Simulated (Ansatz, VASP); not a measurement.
# Two plane-wave programs on BN

```xyz
2
Lattice="0.0000 1.8130 1.8130 1.8130 0.0000 1.8130 1.8130 1.8130 0.0000" Properties=species:S:1:pos:R:3 pbc="T T T"
N     0.9065    0.9065    0.9065
B     0.0000    0.0000    0.0000
```

The cell is a database's computed one.

Alike in both runs: task band structure; functional r2SCAN0; k mesh 7 × 7 × 7; occupations fermi-dirac, width 0.05 eV; no spin polarisation.

```csv
,VASP,Ansatz
version,VASP 6.6.1,Ansatz 0.2.0
potentials or method,"VASP PAW PBE potentials, release 64 (N, B)",Ansatz PAW
plane-wave cutoff (eV),520,500
valence electrons in the cell,8,8
```

Ansatz gave:

```
gap on the k mesh at the Fermi level (eV) : 7.14
least direct gap on the mesh (eV)         : 11.73
gap along the band path (eV)              : 6.87
pressure (GPa)                            : -11.7
```

**Question.** What did VASP give for the same quantities?

**Answer.** gap on the k mesh at the Fermi level (eV): 7.12; least direct gap on the mesh (eV): 11.70; gap along the band path (eV): 6.85; pressure (GPa): -10.7.

With one functional, cell and mesh, what is left measures potentials, basis and numerics.

Caveats: the k mesh is coarse (spacing up to 0.43 Å⁻¹), so the values aren't converged, least of all with exact exchange; the PAW data sets were made with another functional, which shifts forces and pressure a little (VASP); the mesh misses the band edges, which the band path finds closer together (VASP); the k mesh misses the band edges, so the gap on the mesh is wider than the one along the path (Ansatz); the PAW data sets come from PBE, with cores solved anew for the run's functional, which leaves a small shift of forces and pressure (Ansatz); the thresholds are loose for stress (Ansatz).
